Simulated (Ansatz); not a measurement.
Runs of Ansatz 0.2.0 on Cs. Symmetry: Im-3m, No. 229, cubic system. Conventional cell: a = 6.257 Å, b = 6.257 Å, c = 6.257 Å, α = 90.00°, β = 90.00°, γ = 90.00°. 

```csv
level,pressure (GPa),relaxed volume (Å³/atom)
LDA,0.0,96.45
PBEsol,0.0,(b)
revPBE,0.0,129.46
BLYP,0.0,122.48
RPBE,0.0,(a)
```

Alike in all rows: task relaxation of cell and atoms; potentials or basis all-electron LAPW, scalar-relativistic; no spin polarisation; cell relaxed; k mesh 6 × 6 × 6; smearing fermi-dirac 0.05 eV; basis error allowed 0.001 eV/atom.

Q: Fill in the values left out.

A: (a) 131.57; (b) 109.30.

Caveats: the volume moved by over 15 % at a fixed basis, so the end points are rough (some runs).

Runs at the PBE level aren't shown here.
